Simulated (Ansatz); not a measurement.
The system is Cs.

```xyz
2
Lattice="5.5663 0.0000 0.0000 -2.7832 4.8206 0.0000 0.0000 0.0000 9.2585" Properties=species:S:1:pos:R:3 pbc="T T T"
Cs    2.7832    1.6069    6.9439
Cs    0.0000    3.2137    2.3146
```

This isn't the form of Cs at room conditions, which is bcc.

```yaml
Program: Ansatz 0.2.0
Task: relaxation of cell and atoms
Functional: PBEsol
Potentials_or_basis: Ansatz PAW
Cutoff: "420 eV (not typed: the program's choice for these potentials)"
k_mesh: 6 × 6 × 3
Occupations: fermi-dirac, width 0.05 eV
Spin: no spin polarisation
```

At the start: volume 124.22 Å³/atom.

Problem. How do energy, volume and symmetry change on relaxing?

Solution. It ends after 7 steps and the volume is 109.90 Å³/atom (-11.5 %); space group P6_3/mmc (No. 194, to 0.05 Å).

The path:
```
step  energy change (eV)  largest force (eV/Å)  volume (Å³)
   1              0.0000                0.0000       248.43
   2             -0.0024                0.0000       246.49
   3             -0.0201                0.0000       221.08
   4             -0.0201                0.0000       219.87
   5             -0.0202                0.0000       219.70
   6             -0.0203                0.0000       219.81
   7             -0.0203                0.0000       219.81
```

Final structure:
```
CELL_PARAMETERS angstrom
5.40777 0.00000 0.00000
-2.70389 4.68327 0.00000
0.00000 0.00000 8.67918
ATOMIC_POSITIONS crystal
Cs 0.66667 0.33333 0.75000
Cs 0.33333 0.66667 0.25000
```

Caveat: the plane-wave basis is chosen anew once the cell has moved, so the energies of steps on either side of that aren't comparable; the PAW data sets come from PBE, with cores solved anew for the run's functional, which leaves a small shift of forces and pressure.
